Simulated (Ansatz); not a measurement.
All numbers below come from DFT PBE, scalar-relativistic, plane waves, PAW (Ansatz). Settings: cutoff 420 eV, Γ-centred meshes spaced at most about 0.3 Å⁻¹, and about 0.25 Å⁻¹ or finer for metals (2π included), Gaussian smearing. No spin polarisation in the final relaxations.

All energies are static (0 K, no zero-point motion).

Compare these two cells of Ge, each relaxed at this level.

A.

```
CELL_PARAMETERS angstrom
4.06937 0.00000 0.00000
-2.03469 3.52418 0.00000
0.00000 0.00000 26.63372
ATOMIC_POSITIONS crystal
Ge 0.00000 0.00000 0.04679
Ge 0.00000 0.00000 0.54679
Ge 0.00000 0.00000 0.45321
Ge 0.00000 0.00000 0.95321
Ge 0.33333 0.66667 0.07801
Ge 0.66667 0.33333 0.57801
Ge 0.33333 0.66667 0.42199
Ge 0.66667 0.33333 0.92199
Ge 0.33333 0.66667 0.17149
Ge 0.66667 0.33333 0.67149
Ge 0.33333 0.66667 0.32851
Ge 0.66667 0.33333 0.82851
Ge 0.33333 0.66667 0.79719
Ge 0.66667 0.33333 0.29719
Ge 0.33333 0.66667 0.70281
Ge 0.66667 0.33333 0.20281
```

B.

```
CELL_PARAMETERS angstrom
0.00000 2.55924 3.29525
2.53396 0.00000 3.29525
2.53396 2.55924 0.00000
ATOMIC_POSITIONS crystal
Ge 0.30855 0.30855 0.69145
Ge 0.69145 0.69145 0.30855
```

Question: Which is lower in energy, and by how much?

Answer: A is lower, by 216 meV/atom. A has space group P6_3/mmc (No. 194), 23.9 Å³/atom and no gap on its mesh; B has space group Fmmm (No. 69), 21.4 Å³/atom and no gap. Counting all near atoms (those within 1.25 times the shortest such distance or 1.15 times the sum of covalent radii), A has Ge 4 and B has Ge 5. The lower one is the more open, so pressure narrows the difference. In A, Ge on its first site is surrounded by 4 Ge at 2.49 Å; Ge on its second site has 4 Ge at 2.49 Å; Ge on its third site has 4 Ge at 2.49 Å; 1 more site not described. In B, Ge is surrounded by 5 Ge at 2.52–2.67 Å. Both come from invented guesses. The part of the Crystallography Open Database at hand lists Ge in space groups No. 64, 96, 227; no cell shown has one of them.

The zero gap of P6_3/mmc may come from the functional, which often closes small gaps. Cells relaxed within their symmetry can be saddle points.
